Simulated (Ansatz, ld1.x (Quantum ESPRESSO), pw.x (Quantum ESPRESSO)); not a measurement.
**Equation-of-state test of one ultrasoft potential (bromine)**

* Element: bromine (Br)
* Generator: ld1.x (Quantum ESPRESSO) 7.5
* Type: ultrasoft
* Functional: PBE
* Relativity: scalar-relativistic
* Frozen core: [Ar] 3d10
* Valence charge: 7
* Reference configuration: 4s2 4p5
* Partial waves: 4s (bound): rcut 1.15, rcutus 1.50 bohr; 4s channel at 3.2 Ry: rcut 1.15, rcutus 1.50 bohr; 4p (bound): rcut 1.70, rcutus 1.80 bohr; 4p channel at 0.75 Ry: rcut 1.70, rcutus 1.80 bohr
* Local potential: all-electron potential smoothed inside 1.50 bohr (lloc = -2)
* Core correction: none
* Augmentation charge: built from norm-conserving waves at rcut, not smoothed further

Atomic tests: cutoffs needed: 18 Ry and 35 Ry (the cutoffs (Ry, on a coarse ladder) from which the occupation-weighted sum of valence levels, in a spherical-Bessel basis at the reference potential, stays within 10 and 1 mRy of its value at 400 Ry); ghost test: no extra level below or beside the all-electron valence levels (s, p, d, f tested) (spherical-Bessel basis up to 400 Ry, 20 bohr box); largest excitation error: -80 meV (all-electron minus pseudo) for 4s2 4p1, out of 7 test configurations.

Crystal test: fcc Br in pw.x 7.5, no spin, 12³ k-points, Fermi–Dirac smearing 0.01 Ry, cutoffs 45/600 Ry. The lattice is a test structure that the element need not adopt, and mesh and smearing are coarse.

pw.x input:

```
&control
  calculation='scf', prefix='x', pseudo_dir='./', outdir='./tmp', tstress=.true., disk_io='low'
/
&system
  ibrav=0, nat=1, ntyp=1, ecutwfc=45, ecutrho=600, nbnd=11,
  occupations='smearing', smearing='fd', degauss=0.01
/
&electrons
  conv_thr=1e-09, mixing_beta=0.4, electron_maxstep=70
/
ATOMIC_SPECIES
Br 1.0 Br.UPF
CELL_PARAMETERS angstrom
  0.00000000 2.37880645 2.37880645
  2.37880645 0.00000000 2.37880645
  2.37880645 2.37880645 0.00000000
ATOMIC_POSITIONS crystal
Br 0.0000 0.0000 0.0000
K_POINTS automatic
12 12 12 0 0 0
```

```bash
pw.x < Br.scf.in > Br.scf.out
```

Question: How does the run end?

Answer: It converges; the pressure is -1.70 GPa against -0.05 GPa from all-electron LAPW. This is a poor potential for the solid. The log shows:

```
Message from routine setup:
     using ibrav=0 with symmetry is DISCOURAGED, use correct ibrav instead
     lattice parameter (alat)  =       6.3573  a.u.
     unit-cell volume          =     181.6787 (a.u.)^3
     number of electrons       =         7.00
     number of Kohn-Sham states=           11
     kinetic-energy cutoff     =      45.0000  Ry
     charge density cutoff     =     600.0000  Ry
     scf convergence threshold =      1.0E-09
     Exchange-correlation= PBE
     number of k points=    72  Fermi-Dirac smearing, width (Ry)=  0.0100
     iteration #  1     ecut=    45.00 Ry     beta= 0.40
     total energy              =     -26.82639502 Ry
     estimated scf accuracy    <       0.00049733 Ry
     iteration #  2     ecut=    45.00 Ry     beta= 0.40
     total energy              =     -26.82641364 Ry
     estimated scf accuracy    <       0.00009938 Ry
     iteration #  3     ecut=    45.00 Ry     beta= 0.40
     total energy              =     -26.82643045 Ry
     estimated scf accuracy    <       0.00000267 Ry
     iteration #  4     ecut=    45.00 Ry     beta= 0.40
     total energy              =     -26.82643100 Ry
     estimated scf accuracy    <       0.00000004 Ry
     iteration #  5     ecut=    45.00 Ry     beta= 0.40
     the Fermi energy is     3.7009 ev
!    total energy              =     -26.82643102 Ry
     estimated scf accuracy    <          3.8E-10 Ry
     smearing contrib. (-TS)   =      -0.00762376 Ry
     The total energy is F=E-TS. E is the sum of the following terms:
     one-electron contribution =       0.72613417 Ry
     hartree contribution      =       2.54282085 Ry
     xc contribution           =      -5.09959611 Ry
     ewald contribution        =     -24.98816617 Ry
     convergence has been achieved in   5 iterations
          total   stress  (Ry/bohr**3)                   (kbar)     P=      -17.03
```
